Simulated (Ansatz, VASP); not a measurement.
Pb: VASP beside Ansatz

INCAR

```
SYSTEM = Pb
  PREC = Accurate
  ENCUT = 520
  EDIFF = 1E-6
  ISMEAR = -1
  SIGMA = 0.05
  LREAL = .FALSE.
  LASPH = .TRUE.
  NELM = 80
  ALGO = Normal
  ISIF = 2
  LWAVE = .FALSE.
  LCHARG = .FALSE.
  NBANDS = 13
```

KPOINTS

```
Automatic mesh
0
G
  14 14 14
  0 0 0
```

POSCAR

```
Pb
1.0
   -1.4230663433      1.4230663433      1.4230663433
    1.4230663433     -1.4230663433      1.4230663433
    1.4230663433      1.4230663433     -1.4230663433
Pb
1
Direct
    0.0000000000      0.0000000000      0.0000000000
```

Input for Ansatz:

```yaml
crystal:
  lattice:
    - [-1.4230663433, 1.4230663433, 1.4230663433]
    - [1.4230663433, -1.4230663433, 1.4230663433]
    - [1.4230663433, 1.4230663433, -1.4230663433]
  atoms:
    - { symbol: Pb, position: [0.0, 0.0, 0.0] }
kpoints:
  mp_grid: { grid: [14, 14, 14] }
  band_path:
    path:
      - [0.0, 0.0, 0.0]
      - [0.5, -0.5, 0.5]
      - [0.0, 0.0, 0.5]
      - [0.0, 0.0, 0.0]
      - [0.25, 0.25, 0.25]
      - [0.5, -0.5, 0.5]
      - [0.25, 0.25, 0.25]
      - [0.0, 0.0, 0.5]
    npoints: 8
scf:
  occupations: { method: fermi_dirac, width: 0.05 }
hamiltonian:
  xc: lda
  pseudopotentials: { kind: paw }
output:
  forces: true
  stress: true
  eigenvalues: true
  populations: true
  dos: { projected: true, de: 0.2, e_range: [-14, 8] }
  write_density: true
  write_potential: true
  elf: true
  volumetric_format: npy
```

Change from the starting cell: volume scaled by 0.4, PAW files.

Alike in both runs: task single point; functional LDA; k mesh 14 × 14 × 14; occupations fermi-dirac, width 0.05 eV; no spin polarisation.

```csv
,VASP,Ansatz
version,VASP 6.6.1,Ansatz 0.2.0
potentials or method,"VASP PAW LDA potentials, release 64 (Pb_d)","PAW with Ansatz's default frozen-core files, scalar-relativistic"
plane-wave cutoff (eV),520,420
valence electrons in the cell,14,14
```

Ansatz gave:

```
pressure (GPa) : 470.2
```

Problem. Estimate VASP's values.

Solution. Pressure (GPa): 473.8.

Caveats: the cell as given lies far from equilibrium; so large a pressure means that the cell lies far from this level's equilibrium, or that cutoff or potentials fall short (VASP). Spin-orbit coupling is left out, which matters for the levels of Pb.
